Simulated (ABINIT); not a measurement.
# BN (Qingsongite): a self-consistent loop beyond G0W0, cycle by cycle, part 3 of 3

Wanted: G0W0 and self-consistent gaps of BN (Qingsongite), with the cost of the cycles.

ABINIT 10.8.3; LDA and many-body steps on it, plane waves. Known limits of the many-body steps: not at the basis limit; coarse k mesh.

So far. Step 10 (evGW, cycle 1): Against G0W0 in ABINIT (6×6×6 mesh, 34 bands, screening to 130.6 eV, Godby-Needs plasmon pole), the gap moves by +0.553 eV. Step 13 (evGW, cycle 2): Against the cycle before, the gap moves by +0.037 eV.

## (14) Screening, 6×6×6 mesh, 34 bands, screening to 130.6 eV

This step: RPA screening on LDA, plane waves, norm-conserving pseudopotentials.

Input file run.abi:

```
acell 3*1.0 Angstrom
rprim 
  -0.000000000000 1.807500000000 1.807500000000
  1.807500000000 0.000000000000 1.807500000000
  1.807500000000 1.807500000000 -0.000000000000
ntypat 2
znucl 5 7
natom 2
typat 1 2
xred 
  0.000000000000 0.000000000000 0.000000000000
  0.250000000000 0.250000000000 0.250000000000
pp_dirpath "pseudos"
pseudos "B.upf, N.upf"
ecut 36
ngkpt 6 6 6
nshiftk 1
shiftk 0 0 0
kptopt 1
chksymbreak 0
istwfk *1
occopt 1
irdwfk 1
optdriver 3
nband 34
ecuteps 4.8
inclvkb 2
awtr 1
symchi 1
gwcalctyp 10
mbpt_sciss 2.940 eV
nqptdm 1
qptdm 
  0 0 0
indata_prefix "in"
outdata_prefix "out"
tmpdata_prefix "tmp"
```

Started as:

```bash
> OMP_NUM_THREADS=1 mpirun -n 4 abinit run.abi > log
```

Log:

```text
.Version 10.8.3 of ABINIT. v10.8.2 released Aug 2026.

 Symmetries : space group F-4 3 m (#216); Bravais cF (face-center cubic)
[... echo of the input left out ...]
== DATASET  1 ==================================================================
-   mpi_nproc: 4, omp_nthreads: 1 (-1 if OMP is not activated)

--- !DatasetInfo
iteration_state: {dtset: 1, }
dimensions: {natom: 2, nkpt: 16, mband: 34, nsppol: 1, nspinor: 1, nspden: 1, mpw: 869, }
cutoff_energies: {ecut:  36.0, pawecutdg:  -1.0, }
[...]
[... chi0 elements left out ...]
 For q-point:  0.000010 0.000020 0.000030
  dielectric constant =   3.8477
  dielectric constant without local fields =   4.0757

  Average fulfillment of the sum rule on Im[epsilon] for q-point    1 :     75.36  [%]
[... wings left out ...]
== END DATASET(S) ==============================================================
================================================================================

 -outvars: echo values of variables after computation  --------
           etotal      0.0000000000E+00
            nband          34
             nkpt          16
          spgroup         216
 [... the other variables as echoed above ...]

 Calculation completed.
```

The job ended after 2.8 s (4 MPI ranks of Arm Neoverse N1, shared host; peak memory 0.09 GiB; 11 s of CPU time).

This step gave:

* ε∞ with local fields, on this mesh, along the program's q direction: 3.848
* the same without local fields: 4.076
* plasma frequency: 30.56 eV
* plane waves in the screening matrix: 51

This screening uses the functional's bands under a rigid shift, the mean opening of the cycle before.

## (15) Screening, 6×6×6 mesh, 34 bands, screening to 130.6 eV

This step: RPA screening on LDA from quasiparticle energies, plane waves, norm-conserving pseudopotentials.

run.abi, as its differences from that of step 14:

```diff
@@ -29,7 +29,21 @@
 symchi 1
+irdqps 1
 gwcalctyp 10
-mbpt_sciss 2.940 eV
-nqptdm 1
+nqptdm 15
 qptdm 
-  0 0 0
+  0.1666666667 0.0000000000 0.0000000000
+  0.3333333333 0.0000000000 0.0000000000
+  0.5000000000 0.0000000000 0.0000000000
+  0.1666666667 0.1666666667 0.0000000000
+  0.3333333333 0.1666666667 0.0000000000
+  0.5000000000 0.1666666667 0.0000000000
+  -0.3333333333 0.1666666667 0.0000000000
+  -0.1666666667 0.1666666667 0.0000000000
+  0.3333333333 0.3333333333 0.0000000000
+  0.5000000000 0.3333333333 0.0000000000
+  -0.3333333333 0.3333333333 0.0000000000
+  0.5000000000 0.5000000000 0.0000000000
+  0.5000000000 0.3333333333 0.1666666667
+  -0.3333333333 0.3333333333 0.1666666667
+  -0.3333333333 0.5000000000 0.1666666667
 indata_prefix "in"
```

Input file mrgscr.stdin:

```
2
merged
q0_SCR
out_SCR
1
```

Started as:

```bash
> OMP_NUM_THREADS=1 mpirun -n 4 abinit run.abi > log; mrgscr < mrgscr.stdin
```

Log:

```text
.Version 10.8.3 of ABINIT. v10.8.2 released Aug 2026.

 Symmetries : space group F-4 3 m (#216); Bravais cF (face-center cubic)
[... echo of the input left out ...]
== DATASET  1 ==================================================================
-   mpi_nproc: 4, omp_nthreads: 1 (-1 if OMP is not activated)

--- !DatasetInfo
iteration_state: {dtset: 1, }
dimensions: {natom: 2, nkpt: 16, mband: 34, nsppol: 1, nspinor: 1, nspden: 1, mpw: 869, }
cutoff_energies: {ecut:  36.0, pawecutdg:  -1.0, }
[...]
q-point number  1        q = ( 0.166667, 0.000000, 0.000000) [r.l.u.]
--------------------------------------------------------------------------------
[... chi0 elements left out ...]
  Average fulfillment of the sum rule on Im[epsilon] for q-point    2 :    104.57  [%]

--------------------------------------------------------------------------------
  q-point number  2        q = ( 0.333333, 0.000000, 0.000000) [r.l.u.]
--------------------------------------------------------------------------------
[... chi0 elements left out ...]
  Average fulfillment of the sum rule on Im[epsilon] for q-point    3 :     93.77  [%]

 [... 13 further q-points ...]
```

The job ended after 10 s (4 MPI ranks; peak memory 0.32 GiB).

This step gave:

- plasma frequency: 30.56 eV
- plane waves in the screening matrix: 51

This screening reads the quasiparticle levels of the cycle before.

## (16) evGW, cycle 3

This step: evGW on LDA, plane waves, norm-conserving pseudopotentials.

run.abi, as its differences from that of step 15:

```diff
@@ -23,12 +23,10 @@
 irdwfk 1
-optdriver 3
+optdriver 4
 nband 34
-ecuteps 4.8
-inclvkb 2
-awtr 1
-symchi 1
-irdqps 1
 gwcalctyp 10
-nqptdm 15
-qptdm 
+ecutsigx 36
+symsigma 1
+nkptgw 16
+kptgw 
+  0.0000000000 0.0000000000 0.0000000000
   0.1666666667 0.0000000000 0.0000000000
@@ -48,2 +46,23 @@
   -0.3333333333 0.5000000000 0.1666666667
+bdgw 
+  1 8
+  1 8
+  1 8
+  1 8
+  1 8
+  1 8
+  1 8
+  1 8
+  1 8
+  1 8
+  1 8
+  1 8
+  1 8
+  1 8
+  1 8
+  1 8
+ecuteps 4.8
+irdscr 1
+ppmodel 1
+irdqps 1
 indata_prefix "in"
```

Started as:

```bash
> OMP_NUM_THREADS=1 mpirun -n 4 abinit run.abi > log
```

Log:

```text
.Version 10.8.3 of ABINIT. v10.8.2 released Aug 2026.

 Symmetries : space group F-4 3 m (#216); Bravais cF (face-center cubic)
[... echo of the input left out ...]
== DATASET  1 ==================================================================
-   mpi_nproc: 4, omp_nthreads: 1 (-1 if OMP is not activated)

--- !DatasetInfo
iteration_state: {dtset: 1, }
dimensions: {natom: 2, nkpt: 16, mband: 34, nsppol: 1, nspinor: 1, nspden: 1, mpw: 869, }
cutoff_energies: {ecut:  36.0, pawecutdg:  -1.0, }
[...]
.  kptgw no:  3; Maximum DeltaE = (  -0.008   0.019) for band index:  1
[...]
.  kptgw no: 15; Maximum DeltaE = (  -0.004   0.002) for band index:  1
.  kptgw no: 16; Maximum DeltaE = (  -0.020   0.006) for band index:  1

== END DATASET(S) ==============================================================
================================================================================

 -outvars: echo values of variables after computation  --------
           etotal      0.0000000000E+00
            nband          34
             nkpt          16
          spgroup         216
 [... the other variables as echoed above ...]

 Calculation completed.
```

It took 38 s on 4 MPI ranks; peak memory 0.47 GiB.

This step gave:

- quasiparticle gap on the mesh: 6.634 eV
- gap of the density functional on the mesh: 4.420 eV
- k of the valence top: 0, 0, 0
- k of the conduction bottom: 0.5, 0.5, 0
- least direct quasiparticle gap on the computed points: 11.54 eV

Against the cycle before, the gap moves by +0.005 eV.

## (17) Side by side

Times are wall times on 4 MPI ranks of Arm Neoverse N1, shared host, good to a factor of about two. A run's time includes the screening step that it read.

```tsv
run	mesh	bands	screening cutoff (eV)	DFT gap (eV)	gap on the mesh (eV)	direct (eV)	ε∞ used	time
G0W0	6×6×6	34	130.6	4.420	6.039	10.830	4.47	14 s
evGW0, cycle 1	6×6×6	34	130.6	4.420	6.337	11.231	4.47	49 s
evGW0, cycle 2	6×6×6	34	130.6	4.420	6.257	11.101	4.47	50 s
evGW0, cycle 3	6×6×6	34	130.6	4.420	6.257	11.105	4.47	49 s
evGW, cycle 1	6×6×6	34	130.6	4.420	6.592	11.489	3.93	51 s
evGW, cycle 2	6×6×6	34	130.6	4.420	6.629	11.531	3.86	52 s
evGW, cycle 3	6×6×6	34	130.6	4.420	6.634	11.536	3.85	51 s
```

## (18) Results

- G0W0: 6.039 eV
- evGW0, cycle 1: 6.337 eV
- evGW0, cycle 2: 6.257 eV
- evGW0, cycle 3: 6.257 eV
- evGW, cycle 1: 6.592 eV
- evGW, cycle 2: 6.629 eV
- evGW, cycle 3: 6.634 eV
- known limits: not at the basis limit; coarse k mesh

**Reading.** Only the bands that the input lists are updated; the others, empty or deep, keep the functional's energies or take a rigid shift. The evGW loop starts from the last levels of evGW0, so its cycles and time come on top of those. evGW0 ends at 6.26 eV, +0.22 eV from G0W0, after 3 cycles that took 1.9 min beside the first screening; the last moved the gap by 0.000 eV. evGW ends at 6.63 eV, +0.59 eV from G0W0, after 3 cycles that took 2.6 min beside the first screening; the last moved the gap by 0.005 eV. The first cycle of evGW0 takes the full correction, without the factor Z, so it overshoots the one-shot value. Bands and cutoff are finite, so the gap is not at the basis limit. The miss can reach some tenths of an eV and take either sign; the mesh is an error of its own. The 6×6×6 mesh is coarse for this cell, which bears on the long-range parts of exchange and screening. In the updated screening the q = 0 part is built from Kohn-Sham bands under a rigid shift, the other q from the quasiparticle levels.

[Paths, hosts, dates, memory and timing lines, banners, echoed tables and standing remarks are left out of the program output.]

[Logs are printed without paths, hosts, clocks, repeated set-up lines and the standing remarks that a program may print on its own settings, such as how far it seeks lower states.]

[Runs of the session that timed out or met a known fault of the program may be left out.]

[Hosts, paths, dates, database ids (printed as entryN), source tags and the programs' standing remarks are cut or masked in the printed files.]

[G0W0 gaps are taken among the corrected bands and points alone; a level outside them can change the order at an edge.]

[Where Ansatz stands beside ABINIT at settings called matched, ABINIT's density can come from a denser mesh and the files from another edition; pairs whose starting gaps differed by over 0.03 eV were left out, so agreement reads better than it is.]
